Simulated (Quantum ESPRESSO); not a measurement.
The system is TaN.

```
Ta N
1.0
     2.93800    0.00000    0.00000
    -1.46900    2.54438    0.00000
     0.00000    0.00000    2.88300
Ta N
1 1
Direct
  0.33333 0.66667 0.50000
  0.00000 0.00000 0.00000
```

- Program: Quantum ESPRESSO 7.5
- Task: single point
- Functional: PBE
- Potentials or basis: SSSP 1.3 efficiency PBE
- Cutoff: 816 eV
- Density cutoff: 6531 eV
- k mesh: 10 × 10 × 9
- Occupations: fermi-dirac, width 0.05 eV
- Spin: no spin polarisation

On this cell: pressure 4.4 GPa; largest force under 0.003 eV/Å; band gap on the k mesh none (metal or under the smearing width).

The same run follows on a disturbed copy (atoms moved at random, drawn with an rms of 0.05 Å):

```
Ta N
1.0
     2.93800    0.00000    0.00000
    -1.46900    2.54438    0.00000
     0.00000    0.00000    2.88300
Ta N
1 1
Direct
  0.34478 0.67500 0.48326
  0.98589 0.00547 0.00587
```

Problem. What does the disturbed cell give?

Solution. The energy (extrapolated to zero smearing) moves by +32.4 meV/atom; pressure 6.0 GPa; largest force 1.357 eV/Å; band gap on the k mesh none (metal or under the smearing width).

Forces in eV/Å, atoms in the order of the input:
```
Ta  -0.954 -0.135  0.956
N    0.954  0.135 -0.956
```

Stress tensor (GPa, compression positive):
```
 5.67  1.19 -1.72
 1.19  4.94 -0.31
-1.72 -0.31  7.34
```
